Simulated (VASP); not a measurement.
Set up this calculation in VASP 6.6.1, as the native input.

```yaml
Task: single point
Functional: PBEsol
Potentials_or_basis: VASP PAW PBE potentials, release 64 (Zn, O)
Cutoff: 520 eV
k_mesh: 8 × 5 × 1
Occupations: gaussian, width 0.05 eV
Spin: no spin polarisation
Dipole_correction: yes
Further_INCAR_settings: ALGO = Fast; EDIFF = 1e-07; NBANDS = 46
```

The structure of ZnO (zincite) lies in POSCAR:

```
ZnO
1.0
    3.2300572021      0.0000000000      0.0000000000
    0.0000000000      5.2141142731      0.0000000000
    0.0000000000      0.0000000000     18.7297487903
Zn O
4 4
Direct
    0.0000000000      0.4726670147      0.4258372392
    0.5000000000      1.0023606003      0.4359840039
    0.5000000000      0.5023602146      0.5640159595
    0.0000000000      0.9726664364      0.5741627516
    0.0000000000      0.1321544508      0.3983547009
    0.5000000000      0.6347989060      0.4541525059
    0.5000000000      0.1347984743      0.5458475355
    0.0000000000      0.6321539029      0.6016453035
```

The cell isn't the ideal one: (1 0 0) slab, atoms relaxed.

The input as run:

INCAR

```
SYSTEM = ZnO
PREC     = Accurate       ! precision mode
ENCUT    = 520            ! plane-wave cutoff, eV
EDIFF    = 1E-7           ! SCF threshold, eV
ISMEAR   = 0              ! smearing method
SIGMA    = 0.05           ! smearing width, eV
LREAL    = .False.        ! projectors in reciprocal space
LASPH    = .True.         ! aspherical terms in the spheres
NELM     = 100            ! most SCF steps
ALGO     = Fast           ! electronic algorithm
ISIF     = 2              ! what is computed and relaxed
LWAVE    = .False.        ! write WAVECAR
LCHARG   = .False.        ! write CHGCAR
LDIPOL   = .True.       
IDIPOL   = 3            
DIPOL    = 0.5 0.5 0.500
GGA      = PS             ! functional
NBANDS   = 46             ! bands
```

KPOINTS

```
Automatic mesh
0
Gamma
  8 5 1
  0 0 0
```

Potentials or basis: VASP PAW PBE potentials, release 64 (Zn, O).

Launch:

```bash
$ cat potpaw_PBE.64/Zn/POTCAR potpaw_PBE.64/O/POTCAR > POTCAR
$ mpirun -np 1 vasp_std > vasp.out
```

Results of the run:

```
Largest force          : 0.091 eV/Å
Band gap on the k mesh : 1.28 eV, direct
```

Caveat: the PAW data sets were made with another functional, which shifts forces and pressure a little.

It took 4.6 min on 1 thread of Intel(R) Xeon(R) 6975P-C (Granite Rapids), with other jobs on the host, peak memory 0.42 GiB.
